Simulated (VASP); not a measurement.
Write the native input for VASP 6.6.1 that does the following.

```yaml
Task: single point
Functional: PBEsol
Potentials_or_basis: VASP PAW PBE potentials, release 64 (V_sv)
Cutoff: 520 eV
k_mesh: 22 × 22 × 22
Occupations: gaussian, width 0.15 eV
Spin: no spin polarisation
Dipole_correction: no
Further_INCAR_settings: ALGO = Fast; EDIFF = 1e-07; NBANDS = 12
```

The structure of V lies in POSCAR:

```
V
1.0
   -1.4278937500      1.4278937500      1.5130000000
    1.4278937500     -1.4278937500      1.5130000000
    1.5981062500      1.5981062500     -1.5130000000
V
1
Direct
    0.0000000000      0.0000000000      0.0000000000
```

The cell isn't the ideal one: strain +0.1125 x Voigt [0, 0, 0, 0, 0, 1], atoms carried along.

One way to write it, as run:

INCAR

```
SYSTEM = V
PREC = Accurate ; ENCUT = 520
EDIFF = 1E-7 ; ISMEAR = 0
SIGMA = 0.15 ; LREAL = .False.
LASPH = .True. ; NELM = 100
ALGO = Fast ; ISIF = 2
LWAVE = .False. ; LCHARG = .False.
GGA = PS ; NBANDS = 12
```

KPOINTS

```
regular mesh
0
Gamma
  22 22 22
  0 0 0
```

Potentials or basis: VASP PAW PBE potentials, release 64 (V_sv).

Command:

```sh
$ cat potpaw_PBE.64/V_sv/POTCAR > POTCAR
$ mpirun -np 1 vasp_std > vasp.out
```

It gave:

| Property | Result |
| --- | --- |
| Pressure | -10.9 GPa |
| Band gap on the k mesh | none (metal or under the smearing width) |

Caveat: the PAW data sets were made with another functional, which shifts forces and pressure a little.

Run time: 2.2 min on 1 thread of Intel(R) Xeon(R) Platinum 8488C (Sapphire Rapids) (shared host), peak memory 0.33 GiB.
